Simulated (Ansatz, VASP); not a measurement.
# Cross-check of Ti33Si56O82 (amorphous TiO2 against Si(100), 10.4 A) between VASP and Ansatz

Aim: how closely do two programs agree when they are given the same cell, functional and k mesh? The cell is taken from a series of runs on this material, whose earlier steps may have relaxed, scaled, displaced or heated it; both programs get it as it stands.

Method: plane waves, with VASP 6.6.1 beside it; PBE, in Ansatz 0.2.0.

## Step 1: Starting point

The cell holds 171 atoms: 56 Si, 33 Ti and 82 O. Cell: a = 10.900 Å, b = 10.900 Å, c = 20.988 Å, α = 90.0°, β = 90.0°, γ = 90.0°. It derives from Si (7 planes of diamond Si(100)). A slab of 7 planes of diamond Si(100) (starting lattice constant a = 5.45 A), 10.90 x 10.90 A in plane. 115 atoms (33 Ti, 82 O) packed at random between the slab and its periodic image at 3.55 g/cm^3 (a layer of 11.4 A) and pushed apart as soft spheres. Langevin MD at fixed cell with the MACE-MP-0b2 small potential (Batatia et al., arXiv:2401.00096), steps of 2 fs: 0.84 ps at 2800 K with the crystal held, 2800 to 800 K in 2.4 ps with the crystal held, 800 to 300 K in 1.2 ps with its inner planes held; soft walls kept the melt out of the crystal while it was held. Then all atoms and the cell's height relaxed. The structure's axis is c.

## Step 2: VASP: single point, PBE

With cell and atoms fixed, the geometry can't cause a difference; cores, projectors, grids and the points listed under the comparison can.

Lines of VASP's logs that name or quote its potential files are left out, and so is its time.

INCAR

```
SYSTEM = Ti33Si56O82
PREC = Accurate
ENCUT = 520
EDIFF = 1E-06
NELM = 120
ISMEAR = -1
SIGMA = 0.025
LREAL = Auto
ALGO = Normal
GGA = PE
NBANDS = 675
LASPH = .TRUE.
LORBIT = 11
LWAVE = .FALSE.
LCHARG = .FALSE.
ISIF = 2
GGA_COMPAT = .FALSE.
```

POSCAR

```
Ti33Si56O82
1.0
   10.9000000000      0.0000000000      0.0000000000
    0.0000000000     10.9000000000      0.0000000000
    0.0000000000      0.0000000000     20.9876800000
Si Ti O
56 33 82
Direct
    0.9949500000      0.9922300000      0.2337500000
    0.0855600000      0.0814200000      0.0522700000
    0.9924500000      0.2446300000      0.1085300000
    0.1203100000      0.3717500000      0.1704300000
    0.2508700000      0.9847600000      0.1039000000
    0.3726400000      0.1227400000      0.1653200000
    0.2477700000      0.2449600000      0.2326900000
    0.3695400000      0.3800100000      0.0212900000
    0.1213000000      0.1175500000      0.2970500000
    0.0026700000      0.2466300000      0.3665400000
    0.1483800000      0.3447800000      0.4288000000
    0.2461600000      0.9875700000      0.3615800000
    0.3551500000      0.1264100000      0.4225900000
    0.3726100000      0.3675700000      0.3007000000
    0.9979000000      0.4956200000      0.2376200000
    0.1267500000      0.6468300000      0.0199900000
    0.9960500000      0.7390600000      0.1036300000
    0.1202800000      0.8636600000      0.1701700000
    0.2374700000      0.4947500000      0.0986600000
    0.3654600000      0.6136000000      0.1674300000
    0.2429900000      0.7385900000      0.2344900000
    0.3458100000      0.8585100000      0.0134500000
    0.1202700000      0.6197500000      0.3043300000
    0.9997500000      0.7521700000      0.3728100000
    0.1436200000      0.8623800000      0.4545300000
    0.2510100000      0.4967300000      0.3701100000
    0.3426800000      0.6235300000      0.4514200000
    0.3707000000      0.8683500000      0.2939000000
    0.4957100000      0.9931100000      0.2298200000
    0.6507200000      0.1319500000      0.0176100000
[... 135 atom lines left out ...]
    0.9581700000      0.1549600000      0.5152300000
    0.2710500000      0.5553700000      0.5165200000
    0.1384100000      0.2656300000      0.7554700000
    0.0366900000      0.3546100000      0.6203500000
    0.7520000000      0.0804700000      0.8296500000
    0.6071800000      0.8667800000      0.6055500000
```

KPOINTS

```
Automatic mesh
0
Gamma
1 1 1
0 0 0
```

PAW data sets: Si, Ti_sv and O (PBE family, release 64).

Launch:

```sh
$ export OMP_NUM_THREADS=3
$ mpirun -np 1 vasp_gam
```

Numbers of over 12 decimals in the logs are rounded to 6 here.

Output:

```text
[banner, memory and clock lines left out]
running    1 mpi-ranks, on    1 nodes
[...]
Offloading initialized ...    1 GPUs detected
[...]
LDA part: xc-table for (Slater+PW92), standard interpolation
 POSCAR, INCAR and KPOINTS ok, starting setup
[...]
entering main loop
       N       E                     dE             d eps       ncg     rms          rms(c)
DAV:   1     0.172095190526E+05    0.17210E+05   -0.59707E+05  1350   0.182E+03
DAV:   2     0.223118580817E+04   -0.14978E+05   -0.14246E+05  1366   0.538E+02
DAV:   3    -0.122916987585E+04   -0.34604E+04   -0.32981E+04  1710   0.233E+02
DAV:   4    -0.157909483382E+04   -0.34992E+03   -0.34753E+03  1844   0.808E+01
[...]
DAV:  33    -0.130192735150E+04   -0.67957E-07   -0.16818E-05  1916   0.106E-02    0.108E-02
DAV:  34    -0.130192735262E+04   -0.11186E-05   -0.10765E-05  1764   0.718E-03    0.604E-03
DAV:  35    -0.130192735279E+04   -0.16429E-06   -0.21974E-06  1036   0.399E-03
   1 F= -.13019274E+04 E0= -.13018601E+04  d E =-.134542E+00
```

Parts of OUTCAR (step 2):

```text
  FREE ENERGIE OF THE ION-ELECTRON SYSTEM (eV)
  ---------------------------------------------------
  free  energy   TOTEN  =     -1301.9273527852 eV

  energy  without entropy=    -1301.7928107008  energy(sigma->0) =    -1301.86008174
```

The run ends at a pressure of 0.74 GPa, with forces up to 1.7 eV/Å.

## Step 3: Ansatz: single point, PBE

Ansatz runs on its default PAW (the set named soft_2) files.

The same cell, functional, mesh and smearing now go to Ansatz, which takes its cutoff from its data sets.

input.yaml

```yaml
crystal:
  lattice:
    - [10.9, 0.0, 0.0]
    - [0.0, 10.9, 0.0]
    - [0.0, 0.0, 20.98768]
  atoms:
    - { symbol: Si, position: [0.99495, 0.99223, 0.23375] }
    - { symbol: Si, position: [0.08556, 0.08142, 0.05227] }
    - { symbol: Si, position: [0.99245, 0.24463, 0.10853] }
    - { symbol: Si, position: [0.12031, 0.37175, 0.17043] }
    - { symbol: Si, position: [0.25087, 0.98476, 0.1039] }
    - { symbol: Si, position: [0.37264, 0.12274, 0.16532] }
    - { symbol: Si, position: [0.24777, 0.24496, 0.23269] }
    - { symbol: Si, position: [0.36954, 0.38001, 0.02129] }
    - { symbol: Si, position: [0.1213, 0.11755, 0.29705] }
    - { symbol: Si, position: [0.00267, 0.24663, 0.36654] }
    - { symbol: Si, position: [0.14838, 0.34478, 0.4288] }
    - { symbol: Si, position: [0.24616, 0.98757, 0.36158] }
    - { symbol: Si, position: [0.35515, 0.12641, 0.42259] }
    - { symbol: Si, position: [0.37261, 0.36757, 0.3007] }
    - { symbol: Si, position: [0.9979, 0.49562, 0.23762] }
    - { symbol: Si, position: [0.12675, 0.64683, 0.01999] }
    - { symbol: Si, position: [0.99605, 0.73906, 0.10363] }
    - { symbol: Si, position: [0.12028, 0.86366, 0.17017] }
    - { symbol: Si, position: [0.23747, 0.49475, 0.09866] }
    - { symbol: Si, position: [0.36546, 0.6136, 0.16743] }
    - { symbol: Si, position: [0.24299, 0.73859, 0.23449] }
    - { symbol: Si, position: [0.34581, 0.85851, 0.01345] }
    - { symbol: Si, position: [0.12027, 0.61975, 0.30433] }
    - { symbol: Si, position: [0.99975, 0.75217, 0.37281] }
    - { symbol: Si, position: [0.14362, 0.86238, 0.45453] }
    - { symbol: Si, position: [0.25101, 0.49673, 0.37011] }
    - { symbol: Si, position: [0.34268, 0.62353, 0.45142] }
    - { symbol: Si, position: [0.3707, 0.86835, 0.2939] }
    - { symbol: Si, position: [0.49571, 0.99311, 0.22982] }
    - { symbol: Si, position: [0.65072, 0.13195, 0.01761] }
[... 135 atom lines left out ...]
    - { symbol: O, position: [0.95817, 0.15496, 0.51523] }
    - { symbol: O, position: [0.27105, 0.55537, 0.51652] }
    - { symbol: O, position: [0.13841, 0.26563, 0.75547] }
    - { symbol: O, position: [0.03669, 0.35461, 0.62035] }
    - { symbol: O, position: [0.752, 0.08047, 0.82965] }
    - { symbol: O, position: [0.60718, 0.86678, 0.60555] }
kpoints:
  mp_grid: { grid: [1, 1, 1] }
hamiltonian:
  xc: pbe
scf:
  occupations: { method: fermi_dirac, width: 0.025 }
output:
  forces: true
```

Launch:

```sh
$ ansatz run input.yaml --threads 4 --pin off --max-ram 15872MiB --backend cpu --events-out ev --progress --plain --runs-dir out
```

Output:

```text
Engine: ansatz 0.2.0, aarch64-unknown-linux-gnu
Pseudopotentials: kind: paw
Pseudopotential: Si, paw, valence charge 4, recommended cutoff 420 eV (normal), Si.paw.azcp
Pseudopotential: Ti, paw, valence charge 12, recommended cutoff 420 eV (normal), Ti.paw.azcp
Pseudopotential: O, paw, valence charge 6, recommended cutoff 420 eV (normal), O.paw.azcp
Functional definition: PBE
  parameter kappa = 0.804
  parameter beta = 0.066725
  exchange = pbe_x(kappa = kappa, mu = beta*pi^2/3)
  correlation = pbe_c(beta = beta)
Crystal: 171 atoms, lattice volume = 2493.546 Å³
Basis set: ecut = 420 eV, 48783 PW (Γ), exchange–correlation on 150×150×288 points (8 copies of the dense FFT grid, shifted against one another)
Bands: 727, of which v1, the nominal top of the filled ones, is band 556 counted from 1 (555 counted from 0)
Symmetry: 1 space group operations
Space group: P1 (ITA 1), of the structure as read, at distance tolerance 1.4e-4 Å
k-points: 1
Non-local potential: Si, projectors of the file, l = 0: 2, l = 1: 2, l = 2: 2
Non-local potential: Ti, projectors of the file, l = 0: 3, l = 1: 2, l = 2: 3, l = 3: 1
Non-local potential: O, projectors of the file, l = 0: 2, l = 1: 2, l = 2: 1
PAW form: soft (Blöchl's): semilocal exchange-correlation on the pseudo side does not see the compensation charge
PAW one-centre angular grid: Si, 110 points (default); XC on 64 Gauss nodes
PAW one-centre angular grid: Ti, 590 points (default); XC on 64 Gauss nodes
PAW one-centre angular grid: O, 110 points (default); XC on 64 Gauss nodes
Initial density: superposition of atomic densities (neutral atoms: chi_scale 0, normalization atom), corrected by the library's trained network
Initial wavefunctions: pseudopotential atomic-orbital guess
Functional: x = pbe(κ = 0.804, μ = 0.219515), c = pbe(β = 0.066725)
SCF iter   1: F=—  HF=-164754.057146 eV  |F-HF|=—  |Δ(HF+E_count)|=         —  Δρ=9.82e-3  dr2=1.43e1  ethr=1.77e-3  ⟨swp⟩=6.0  Hψ=2955  notcnv=0  defer=79
preconditioner: auto → LDOS  [metal: Δε(μ)=0.027 eV  Ē_g=9.649 eV  σ=0.025 eV  W_gap=0.26  n_scr=550 (ndim 8)  ℏωp=21.7 eV  f_vac=0.049  D(μ)=46.28/eV (n_scr^D=256)  β→1.0]
SCF iter   2: F=—  HF=-164753.779550 eV  |F-HF|=—  |Δ(HF+E_count)|=   2.78e-1  Δρ=1.02e-2  dr2=2.27e1  ethr=1.29e-3  ⟨swp⟩=2.0  Hψ=877  notcnv=0  defer=126
SCF iter   3: F=—  HF=-164753.243837 eV  |F-HF|=—  |Δ(HF+E_count)|=   5.36e-1  Δρ=4.23e-3  dr2=3.17e0  ethr=1.29e-3  ⟨swp⟩=2.0  Hψ=672  notcnv=0  defer=126
SCF iter   4: F=—  HF=-164753.138265 eV  |F-HF|=—  |Δ(HF+E_count)|=   1.06e-1  Δρ=2.22e-3  dr2=6.16e-1  ethr=2.85e-4  ⟨swp⟩=2.0  Hψ=838  notcnv=0  defer=125
SCF iter   5: F=—  HF=-164753.114823 eV  |F-HF|=—  |Δ(HF+E_count)|=   2.34e-2  Δρ=1.45e-3  dr2=1.98e-1  ethr=5.54e-5  ⟨swp⟩=3.0  Hψ=995  notcnv=0  defer=125
SCF iter   6: F=—  HF=-164753.108761 eV  |F-HF|=—  |Δ(HF+E_count)|=   6.06e-3  Δρ=7.53e-4  dr2=6.11e-2  ethr=1.78e-5  ⟨swp⟩=3.0  Hψ=999  notcnv=0  defer=43
automatic band count: iteration 6 solves 645 bands in place of 727: the levels show a gap, and the empty bands left out lie too high to hold charge; the band table lists the bands solved (type scf.n_extra_bands for more)
SCF iter   7: F=—  HF=-164753.106821 eV  |F-HF|=—  |Δ(HF+E_count)|=   1.94e-3  Δρ=3.11e-4  dr2=5.38e-3  ethr=5.50e-6  ⟨swp⟩=2.0  Hψ=893  notcnv=0  defer=43
SCF iter   8: F=—  HF=-164753.106659 eV  |F-HF|=—  |Δ(HF+E_count)|=   1.62e-4  Δρ=1.93e-4  dr2=1.93e-3  ethr=4.84e-7  ⟨swp⟩=2.0  Hψ=951  notcnv=0  defer=43
SCF iter   9: F=—  HF=-164753.106515 eV  |F-HF|=—  |Δ(HF+E_count)|=   1.44e-4  Δρ=1.27e-4  dr2=7.35e-4  ethr=1.74e-7  ⟨swp⟩=2.0  Hψ=954  notcnv=0  defer=43
SCF iter  10: F=—  HF=-164753.106436 eV  |F-HF|=—  |Δ(HF+E_count)|=   7.84e-5  Δρ=6.32e-5  dr2=1.99e-4  ethr=6.61e-8  ⟨swp⟩=2.0  Hψ=958  notcnv=0  defer=43
SCF iter  11: F=—  HF=-164753.106477 eV  |F-HF|=—  |Δ(HF+E_count)|=   4.08e-5  Δρ=4.10e-5  dr2=6.85e-5  ethr=1.79e-8  ⟨swp⟩=2.0  Hψ=956  notcnv=0  defer=43
SCF iter  12: F=—  HF=-164753.104679 eV  |F-HF|=—  |Δ(HF+E_count)|=   1.80e-3  Δρ=2.03e-5  dr2=1.93e-5  ethr=6.16e-9  ⟨swp⟩=2.0  Hψ=1157  notcnv=0  defer=43
SCF iter  13: F=—  HF=-164753.104678 eV  |F-HF|=—  |Δ(HF+E_count)|=   1.02e-6  Δρ=1.11e-5  dr2=5.99e-6  ethr=1.74e-9  ⟨swp⟩=2.0  Hψ=954  notcnv=0  defer=43
SCF iter  14: F=—  HF=-164753.104678 eV  |F-HF|=—  |Δ(HF+E_count)|=   2.98e-7  Δρ=6.18e-6  dr2=1.81e-6  ethr=5.39e-10  ⟨swp⟩=2.0  Hψ=954  notcnv=0  defer=43
SCF iter  15: F=—  HF=-164753.104677 eV  |F-HF|=—  |Δ(HF+E_count)|=   1.25e-7  Δρ=3.52e-6  dr2=6.27e-7  ethr=1.63e-10  ⟨swp⟩=2.0  Hψ=952  notcnv=0  defer=43
SCF iter  16: F=—  HF=-164753.104677 eV  |F-HF|=—  |Δ(HF+E_count)|=   2.97e-8  Δρ=2.38e-6  dr2=3.06e-7  ethr=5.64e-11  ⟨swp⟩=2.0  Hψ=952  notcnv=0  defer=43
SCF iter  17: F=—  HF=-164753.104677 eV  |F-HF|=—  |Δ(HF+E_count)|=   2.25e-8  Δρ=1.54e-6  dr2=1.34e-7  ethr=2.75e-11  ⟨swp⟩=2.0  Hψ=952  notcnv=0  defer=43
[...]
atom   7  Si    -0.11646439    -0.11172780     0.28884610
  atom   8  Si    -0.23361371    -0.14751039     0.85772806
  atom   9  Si    -0.02650470    -0.03793903     0.45714452
  atom  10  Si    -0.10944519     0.21982632    -0.90891293
  atom  11  Si     0.22434250    -0.33925207    -1.25468071
  atom  12  Si    -0.53992673    -0.41250895     0.16102978
  atom  13  Si    -0.24553891     0.49913136    -0.44636517
  atom  14  Si     0.22570061     0.08396869     0.50555762
  atom  15  Si    -0.16892230    -0.08554244     0.29092540
  atom  16  Si     0.22447690     0.76597077     0.80346301
  atom  17  Si    -0.00618429    -0.06853826     0.07489696
  atom  18  Si     0.25293548    -0.02296786    -0.39326466
  atom  19  Si     0.05370977     0.01183890    -0.25500669
  atom  20  Si     0.08155331     0.05610054    -0.45327393
  atom  21  Si    -0.04115940    -0.05922011     0.09637932
  atom  22  Si    -0.29683092    -0.01918101     1.10209361
  atom  23  Si     0.15964311     0.19418008     0.55268229
  atom  24  Si    -0.35084498    -0.11311447     0.43072939
  atom  25  Si    -0.18650291     0.17132230    -1.55258632
  atom  26  Si     0.15509168     0.17192309    -0.14429385
  atom  27  Si    -0.28558161    -0.14036659    -1.51091632
  atom  28  Si    -0.01623306    -0.00442433     0.30195319
  atom  29  Si     0.10849390     0.09624479     0.06930210
  atom  30  Si     0.44489150     0.15369759     1.53182835
[...]
atom 164  O     -0.25157892     0.07119276     0.17461849
  atom 165  O      0.10326017    -0.41934180     0.21342156
  atom 166  O      0.09772582    -0.13939329     0.34433553
  atom 167  O     -0.09361036    -0.02437370     0.15218558
  atom 168  O      0.15457969    -0.02506428    -0.03331197
  atom 169  O     -0.04902522     0.18664009    -0.07596248
  atom 170  O     -0.11237460    -0.56487669     0.13709149
  atom 171  O      0.13670844     0.00582296     0.06922793
  max |Σ_I F_I| component: 8.82e-5 eV/Å
```

## Step 4: Comparison

Known differences besides the potentials themselves: the cutoff is 420 eV in Ansatz and 520 eV in VASP (PREC = Accurate, projectors in real space). Total energies have different zeros and are not compared.

Both answers:

```
              quantity  Ansatz   VASP  difference
gap on the k mesh (eV)   0.058  0.058       0.000
```

Forces on 10 of the 171 atoms, those with the largest forces and the largest differences (eV/Å; atoms numbered as in POSCAR):

```
atom          Ansatz x, y, z            VASP x, y, z
 Si2   -0.114, -0.097, 1.157   -0.084, -0.077, 1.249
Si11   0.224, -0.339, -1.255   0.218, -0.330, -1.308
Si25   -0.186, 0.171, -1.553   -0.185, 0.177, -1.610
Si27  -0.286, -0.140, -1.511  -0.334, -0.154, -1.586
Si30     0.445, 0.154, 1.532     0.454, 0.136, 1.582
Si39   -0.254, 0.061, -1.188   -0.273, 0.036, -1.246
Si55   -0.063, 0.442, -1.261   -0.080, 0.450, -1.333
Ti68     0.310, 0.077, 0.398     0.369, 0.079, 0.493
Ti76   -0.478, 0.297, -0.212   -0.476, 0.203, -0.138
O118    0.124, -0.339, 0.237    0.174, -0.238, 0.204
```

The forces differ by 28 meV/Å r.m.s., which is 8.4 % of the r.m.s. force of 0.337 eV/Å (both taken over all components). A gap on the mesh is an upper bound, since the band edges may lie between its points.

## Step 5: What came out

```yaml
r_m_s_force_difference_single_point_pbe: 8.4 % of the r.m.s. force
```

**Reading.** The r.m.s. force difference is 8.4 % of the r.m.s. force (single point, PBE), beyond the 3 % picked in this series as the mark of a large difference. What causes the difference of the single point, PBE pair stays open here. How closely two codes agree says nothing of how well the functional describes the real material.

[Lines on the potential files, build, host, timing and source positions are cut from VASP's logs without a mark.]

[Logs are printed without paths, hosts, clocks, repeated set-up lines and the standing remarks that a program may print on its own settings, such as how far it seeks lower states.]

[Hosts, paths, dates, database ids (printed as entryN), source tags and the programs' standing remarks are cut or masked in the printed files.]
